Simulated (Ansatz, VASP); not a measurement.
# BN in two plane-wave programs, part 2 of 2

One calculation is typed for both programs; each brings its own data sets and cutoff. How far apart do they land?

VASP 6.6.1 and Ansatz 0.2.0.

So far: The structure; Ansatz: dielectric response, LDA.

## 3. VASP: dielectric response, LDA

Level of this step: LDA; plane waves and PAW (B, N) (VASP).

The same cell, functional (in two slightly different forms) and mesh now go to VASP, with its own data sets and cutoff.

Lines of VASP's logs that name or quote its potential files are left out, and so is its time.

INCAR reads:

```
SYSTEM = BN
PREC = Accurate
ENCUT = 520
EDIFF = 1E-08
NELM = 120
ISMEAR = 0
SIGMA = 0.02
LREAL = .FALSE.
ALGO = Normal
GGA = CA
NBANDS = 10
LASPH = .TRUE.
LWAVE = .FALSE.
LCHARG = .FALSE.
KPAR = 16
LEPSILON = .TRUE.
```

POSCAR reads:

```
BN
1.0
    0.0000000000      1.8080000000      1.8080000000
    1.8080000000      0.0000000000      1.8080000000
    1.8080000000      1.8080000000      0.0000000000
B N
1 1
Direct
    0.0000000000      0.0000000000      0.0000000000
    0.2500000000      0.2500000000      0.2500000000
```

KPOINTS reads:

```
Automatic mesh
0
Gamma
11 11 11
0 0 0
```

PAW data sets: B and N (LDA family, release 64).

The run is started by

```console
mpirun -np 16 vasp_std
```

Numbers of over 12 decimals in the logs are rounded to 6 here.

The log of the run:

```text
[banner, memory and clock lines left out]
running   16 mpi-ranks, on    1 nodes
 distrk:  each k-point on    1 cores,   16 groups
 distr:  one band on    1 cores,    1 groups

 POSCAR found type information on POSCAR B N
 POSCAR found :  2 types and       2 ions
|                                                                             |
|           W    W    AA    RRRRR   N    N  II  N    N   GGGG   !!!           |
|           W    W   A  A   R    R  NN   N  II  NN   N  G    G  !!!           |
|           W    W  A    A  R    R  N N  N  II  N N  N  G       !!!           |
|           W WW W  AAAAAA  RRRRR   N  N N  II  N  N N  G  GGG   !            |
|           WW  WW  A    A  R   R   N   NN  II  N   NN  G    G                |
|           W    W  A    A  R    R  N    N  II  N    N   GGGG   !!!           |
|                                                                             |
|     For optimal performance we recommend to set                             |
|       NCORE = 2 up to number-of-cores-per-socket                            |
|     NCORE specifies how many cores store one orbital (NPAR=cpu/NCORE).      |
|     This setting can greatly improve the performance of VASP for DFT.       |
|     The default, NCORE=1 might be grossly inefficient on modern             |
|     multi-core architectures or massively parallel machines. Do your        |
|     Unfortunately you need to use the default for GW and RPA                |
|     calculations (for HF NCORE is supported but not extensively tested      |
|     yet).                                                                   |
|                                                                             |

 LDA part: xc-table for (Slater(with rela. corr.)+CA(PZ))
 , standard interpolation
 POSCAR, INCAR and KPOINTS ok, starting setup
 FFT: planning ... GRIDC
 FFT: planning ... GRID_SOFT
 FFT: planning ... GRID
 WAVECAR not read
 entering main loop
       N       E                     dE             d eps       ncg     rms          rms(c)
DAV:   1     0.569442744765E+01    0.56944E+01   -0.51244E+03  1192   0.790E+02
DAV:   2    -0.201528535673E+02   -0.25847E+02   -0.24843E+02  1390   0.152E+02
DAV:   3    -0.205323952555E+02   -0.37954E+00   -0.37905E+00  1310   0.159E+01
DAV:   4    -0.205328057828E+02   -0.41053E-03   -0.41052E-03  1188   0.640E-01
DAV:   5    -0.205328061878E+02   -0.40496E-06   -0.40498E-06  1304   0.198E-02    0.650E+00
DAV:   6    -0.195437767555E+02    0.98903E+00   -0.33646E+00  1136   0.112E+01    0.308E+00
DAV:   7    -0.194357912917E+02    0.10799E+00   -0.84151E-02  1230   0.250E+00    0.177E+00
DAV:   8    -0.194041094627E+02    0.31682E-01   -0.48674E-02  1254   0.157E+00    0.175E-01
DAV:   9    -0.194039524606E+02    0.15700E-03   -0.89297E-04  1212   0.274E-01    0.806E-02
DAV:  10    -0.194039365940E+02    0.15867E-04   -0.46157E-05  1264   0.682E-02    0.137E-02
DAV:  11    -0.194039370850E+02   -0.49097E-06   -0.18494E-06  1246   0.966E-03    0.625E-03
DAV:  12    -0.194039370130E+02    0.72002E-07   -0.52703E-07  1242   0.447E-03    0.216E-04
DAV:  13    -0.194039370140E+02   -0.10132E-08   -0.82994E-09   698   0.919E-04
   1 F= -.19403937E+02 E0= -.19403937E+02  d E =-.701417E-42
 Linear response reoptimize wavefunctions to high precision
DAV:   1    -0.194039370141E+02   -0.70827E-10   -0.20380E-10   750   0.166E-04
 Linear response G [H, r] |phi>, progress :
  Direction:   1
       N       E                     dE             d eps       ncg     rms
RMM:   1    -0.376458446708E+02   -0.37646E+02   -0.32240E+01  2578   0.504E+01
RMM:   2    -0.320521183484E+02    0.55937E+01   -0.90889E-01  1789   0.876E+00
RMM:   3    -0.320623181036E+02   -0.10200E-01    0.46511E-03  1892   0.352E-01
RMM:   4    -0.320629252180E+02   -0.60711E-03    0.44272E-04  1984   0.211E-02
RMM:   5    -0.320629672641E+02   -0.42046E-04    0.29532E-05  1938   0.161E-03
RMM:   6    -0.320629697653E+02   -0.25011E-05    0.45529E-06  1669   0.292E-04
RMM:   7    -0.320629698550E+02   -0.89731E-07    0.37749E-06  1403   0.202E-04
RMM:   8    -0.320629698778E+02   -0.22789E-07    0.36251E-06  1403   0.201E-04
RMM:   9    -0.320629697209E+02    0.15688E-06    0.52508E-06  1322   0.201E-04
RMM:  10    -0.320629698254E+02   -0.10447E-06    0.41705E-06  1176   0.201E-04
 Linear response G [H, r] |phi>, progress :
  Direction:   2
       N       E                     dE             d eps       ncg     rms
RMM:   1    -0.349581256147E+02   -0.34958E+02   -0.23756E+01  2589   0.480E+01
RMM:   2    -0.325859357163E+02    0.23722E+01   -0.55398E-01  1790   0.736E+00
RMM:   3    -0.325958475294E+02   -0.99118E-02    0.52249E-03  1915   0.297E-01
RMM:   4    -0.325964457962E+02   -0.59827E-03    0.43737E-04  2014   0.177E-02
RMM:   5    -0.325964871139E+02   -0.41318E-04    0.29040E-05  1949   0.137E-03
RMM:   6    -0.325964895419E+02   -0.24281E-05    0.47854E-06  1676   0.260E-04
RMM:   7    -0.325964896264E+02   -0.84413E-07    0.44011E-06  1432   0.187E-04
RMM:   8    -0.325964896424E+02   -0.16040E-07    0.28717E-06  1463   0.186E-04
RMM:   9    -0.325964895199E+02    0.12253E-06    0.34227E-06  1416   0.186E-04
RMM:  10    -0.325964896036E+02   -0.83698E-07    0.29758E-06  1276   0.186E-04
 Linear response G [H, r] |phi>, progress :
  Direction:   3
       N       E                     dE             d eps       ncg     rms
RMM:   1    -0.255858222606E+02   -0.25586E+02    0.71320E+01  2423   0.505E+01
RMM:   2    -0.237458701946E+02    0.18400E+01   -0.91132E-01  1778   0.817E+00
RMM:   3    -0.237471070555E+02   -0.12369E-02   -0.27060E-03  1904   0.355E-01
RMM:   4    -0.237470884745E+02    0.18581E-04   -0.13309E-05  2000   0.232E-02
RMM:   5    -0.237470882487E+02    0.22589E-06    0.16721E-08  1898   0.183E-03
RMM:   6    -0.237470882636E+02   -0.14959E-07   -0.31284E-08  1645   0.214E-04
RMM:   7    -0.237470882643E+02   -0.66031E-09   -0.34096E-08  1364   0.913E-05
 Linear response to external field (no local field effect), progress :
  Direction:   1
       N       E                     dE             d eps       ncg     rms          rms(c)
RMM:   1    -0.144541594256E+00   -0.14454E+00   -0.45289E-01  2526   0.201E+00
RMM:   2    -0.145033199201E+00   -0.49160E-03   -0.32573E-04  1805   0.143E-01
RMM:   3    -0.145033889294E+00   -0.69009E-06   -0.42121E-07  1838   0.479E-03
RMM:   4    -0.145033891435E+00   -0.21414E-08   -0.69535E-10  1658   0.214E-04
 change of polarisation eV/A/(eV/A) component  1 :     0.290     0.122     0.032
 dielectric tensor                  component  1 :     5.441     1.875     0.497
 Linear response to external field (no local field effect), progress :
  Direction:   2
       N       E                     dE             d eps       ncg     rms          rms(c)
RMM:   1    -0.144095106656E+00   -0.14410E+00   -0.44643E-01  2528   0.199E+00
RMM:   2    -0.144515383027E+00   -0.42028E-03   -0.32565E-04  1813   0.139E-01
RMM:   3    -0.144516108395E+00   -0.72537E-06   -0.40947E-07  1846   0.466E-03
RMM:   4    -0.144516110281E+00   -0.18859E-08   -0.87452E-10  1668   0.204E-04
 change of polarisation eV/A/(eV/A) component  2 :     0.122     0.289    -0.041
 dielectric tensor                  component  2 :     1.875     5.425    -0.633
 Linear response to external field (no local field effect), progress :
  Direction:   3
       N       E                     dE             d eps       ncg     rms          rms(c)
RMM:   1    -0.774148762606E-01   -0.77415E-01   -0.21432E-01  2494   0.159E+00
RMM:   2    -0.777873637071E-01   -0.37249E-03   -0.20514E-04  1804   0.119E-01
RMM:   3    -0.777878888170E-01   -0.52511E-06   -0.28672E-07  1826   0.406E-03
RMM:   4    -0.777878895933E-01   -0.77623E-09   -0.10253E-09  1670   0.190E-04
 change of polarisation eV/A/(eV/A) component  3 :     0.032    -0.041     0.156
 dielectric tensor                  component  3 :     0.496    -0.633     3.382
 Linear response to external field, progress :
  Direction:   1
       N       E                     dE             d eps       ncg     rms          rms(c)
RMM:   1    -0.122016163560E+00   -0.12202E+00   -0.37120E-01  9730   0.186E+00
RMM:   2    -0.122445343002E+00   -0.42918E-03   -0.28114E-04  6976   0.134E-01    0.589E-01
RMM:   3    -0.120087892759E+00    0.23575E-02   -0.98263E-04  6853   0.241E-01    0.345E-01
RMM:   4    -0.124050522870E+00   -0.39626E-02   -0.14615E-03  7031   0.294E-01    0.367E-02
RMM:   5    -0.124517774039E+00   -0.46725E-03   -0.15492E-05  7162   0.316E-02    0.433E-03
RMM:   6    -0.124533205837E+00   -0.15432E-04   -0.36199E-08  7269   0.175E-03    0.226E-03
RMM:   7    -0.124542659528E+00   -0.94537E-05   -0.86530E-09  7238   0.876E-04    0.101E-04
RMM:   8    -0.124542884604E+00   -0.22508E-06    0.30156E-10  4545   0.391E-05    0.271E-05
RMM:   9    -0.124542867184E+00    0.17421E-07   -0.43260E-11  3724   0.408E-05    0.210E-06
 change of polarisation eV/A/(eV/A) component  1 :     0.235     0.044     0.029
 dielectric tensor                  component  1 :     4.592     0.667     0.440
 Linear response to external field, progress :
  Direction:   2
       N       E                     dE             d eps       ncg     rms          rms(c)
RMM:   1    -0.122016427264E+00   -0.12202E+00   -0.37121E-01  9730   0.186E+00
RMM:   2    -0.122445326399E+00   -0.42890E-03   -0.28679E-04  6984   0.134E-01    0.589E-01
RMM:   3    -0.120087922981E+00    0.23574E-02   -0.98365E-04  6858   0.241E-01    0.345E-01
RMM:   4    -0.124050406490E+00   -0.39625E-02   -0.14623E-03  7033   0.294E-01    0.367E-02
RMM:   5    -0.124517698053E+00   -0.46729E-03   -0.15498E-05  7163   0.316E-02    0.433E-03
RMM:   6    -0.124533111671E+00   -0.15414E-04   -0.36776E-08  7278   0.175E-03    0.226E-03
RMM:   7    -0.124542574337E+00   -0.94627E-05   -0.86285E-09  7233   0.877E-04    0.101E-04
RMM:   8    -0.124542796847E+00   -0.22251E-06    0.33260E-10  4553   0.394E-05    0.273E-05
RMM:   9    -0.124542780685E+00    0.16162E-07    0.71832E-12  3735   0.413E-05    0.210E-06
 change of polarisation eV/A/(eV/A) component  2 :     0.034     0.235     0.026
 dielectric tensor                  component  2 :     0.518     4.592     0.401
 Linear response to external field, progress :
  Direction:   3
       N       E                     dE             d eps       ncg     rms          rms(c)
RMM:   1    -0.122016230179E+00   -0.12202E+00   -0.37120E-01  9731   0.186E+00
RMM:   2    -0.122445341670E+00   -0.42911E-03   -0.28243E-04  6976   0.134E-01    0.589E-01
RMM:   3    -0.120087881779E+00    0.23575E-02   -0.98281E-04  6854   0.241E-01    0.345E-01
RMM:   4    -0.124050431163E+00   -0.39625E-02   -0.14617E-03  7032   0.294E-01    0.367E-02
RMM:   5    -0.124517668043E+00   -0.46724E-03   -0.15490E-05  7162   0.316E-02    0.433E-03
RMM:   6    -0.124533117166E+00   -0.15449E-04   -0.36417E-08  7279   0.175E-03    0.226E-03
RMM:   7    -0.124542573497E+00   -0.94563E-05   -0.87114E-09  7238   0.876E-04    0.101E-04
RMM:   8    -0.124542797007E+00   -0.22351E-06    0.28689E-10  4564   0.390E-05    0.273E-05
RMM:   9    -0.124542780799E+00    0.16208E-07   -0.39920E-11  3716   0.409E-05    0.209E-06
 change of polarisation eV/A/(eV/A) component  3 :     0.028     0.045     0.235
 dielectric tensor                  component  3 :     0.424     0.682     4.592
 Born effective charges drift removed
```

From OUTCAR (step 3):

```text
ion  position               nearest neighbor table
   1  0.000  0.000  0.000-   2 1.57   2 1.57   2 1.57   2 1.57
   2  0.250  0.250  0.250-   1 1.57   1 1.57   1 1.57   1 1.57

  LATTYP: Found a face centered cubic cell.
 ALAT       =     3.6160000000

 Subroutine GETGRP returns: Found 24 space group operations
 (whereof 24 operations were pure point group operations)

The static configuration has the point symmetry T_d .

 Found     56 irreducible k-points:

   k-points           NKPTS =     56   k-points in BZ     NKDIM =     56   number of bands    NBANDS=     10

   dimension x,y,z NGX =    20 NGY =   20 NGZ =   20
   dimension x,y,z NGXF=    40 NGYF=   40 NGZF=   40

   ENCUT  =  520.0 eV  38.22 Ry    6.18 a.u.   4.75  4.75  4.75*2*pi/ulx,y,z

   NELECT =       8.0000    total number of electrons

 k-points in reciprocal lattice and weights: Automatic mesh
   0.00000000  0.00000000  0.00000000       0.001
   0.09090909  0.00000000  0.00000000       0.006
   0.18181818  0.00000000  0.00000000       0.006
   0.27272727  0.00000000  0.00000000       0.006
   0.36363636  0.00000000  0.00000000       0.006
   0.45454545  0.00000000  0.00000000       0.006
   0.09090909  0.09090909  0.00000000       0.005
   0.18181818  0.09090909  0.00000000       0.018
   0.27272727  0.09090909  0.00000000       0.018
[...]
-0.36363636  0.45454545  0.18181818       0.018
  -0.27272727  0.45454545  0.18181818       0.018

 average (electrostatic) potential at core
       1 -29.5836       2 -60.1172

  Total       -0.7670828     -0.7670828     -0.7670828     -0.0000000     -0.0000000     -0.0000000
  in kB     -103.9746687   -103.9746687   -103.9746687     -0.0000000     -0.0000000     -0.0000000
  external PRESSURE =    -103.9746687 kB  Pullay stress =       0.0000000 kB

  energy-cutoff  :      520.00
  volume of cell :       11.82
      direct lattice vectors                 reciprocal lattice vectors
     0.000000000  1.808000000  1.808000000    -0.276548673  0.276548673  0.276548673
     1.808000000  0.000000000  1.808000000     0.276548673 -0.276548673  0.276548673
     1.808000000  1.808000000  0.000000000     0.276548673  0.276548673 -0.276548673

 POSITION                                       TOTAL-FORCE (eV/Angst)
 -----------------------------------------------------------------------------------
      0.00000      0.00000      0.00000         0.000000      0.000000      0.000000
      0.90400      0.90400      0.90400        -0.000000     -0.000000     -0.000000
 -----------------------------------------------------------------------------------
    total drift:                               -0.000000     -0.000000     -0.000000

 MACROSCOPIC STATIC DIELECTRIC TENSOR (including local field effects in DFT)
 ------------------------------------------------------
           4.592004    -0.000000    -0.000000
           0.000000     4.592004    -0.000000
          -0.000000    -0.000000     4.592004
 ------------------------------------------------------

 PIEZOELECTRIC TENSOR (including local field effects)  for field in x, y, z        (C/m^2)
          XX          YY          ZZ          XY          YZ          ZX
  --------------------------------------------------------------------------------
  x     0.00000     0.00000    -0.00000     0.00000    -1.02770     0.00000
  y     0.00000     0.00000    -0.00000     0.00000     0.00000    -1.02770
  z    -0.00000    -0.00000     0.00000    -1.02770     0.00000     0.00000

 BORN EFFECTIVE CHARGES (including local field effects) (in |e|, cummulative output)
 ---------------------------------------------------------------------------------
 ion    1
    1     1.88679     0.00000    -0.00000
    2     0.00000     1.88679     0.00000
    3     0.00000     0.00000     1.88679
 ion    2
    1    -1.88679     0.00000     0.00000
    2     0.00000    -1.88679     0.00000
    3    -0.00000    -0.00000    -1.88679
```

## 4. Comparison

Known differences besides the PAW data sets themselves: the two LDA forms differ slightly; VASP's response is taken on the typed mesh, Ansatz refines its own for the field response alone; the cutoff is 420 eV in Ansatz and 520 eV in VASP; Ansatz makes its cores anew for this functional, VASP keeps those of its LDA data sets. Total energies have different zeros and are not compared.

Compared:

| quantity | Ansatz | VASP | difference |
| --- | --- | --- | --- |
| ε∞ xx | 4.59 | 4.59 | +0.02 % |
| ε∞ yy | 4.59 | 4.59 | +0.02 % |
| ε∞ zz | 4.59 | 4.59 | +0.02 % |
| Born charge of B1 (mean of the diagonal) (e) | 1.89 | 1.89 | +0.01 |
| Born charge of N2 (mean of the diagonal) (e) | -1.89 | -1.89 | -0.01 |

## 5. Outcome

```yaml
difference_in_eps_infinity_xx_dielectric_response_lda: 0.020 %
```

What this shows: The difference in ε∞ xx is 0.020 % (dielectric response, LDA), within the 5 % picked in this series as the mark of a large difference. How closely two codes agree says nothing of how well the functional describes the real material.

[Lines on the potential files, build, host, timing and source positions are cut from VASP's logs without a mark.]

[Logs are printed without paths, hosts, clocks, repeated set-up lines and the standing remarks that a program may print on its own settings, such as how far it seeks lower states.]

[Hosts, paths, dates, database ids (printed as entryN), source tags and the programs' standing remarks are cut or masked in the printed files.]
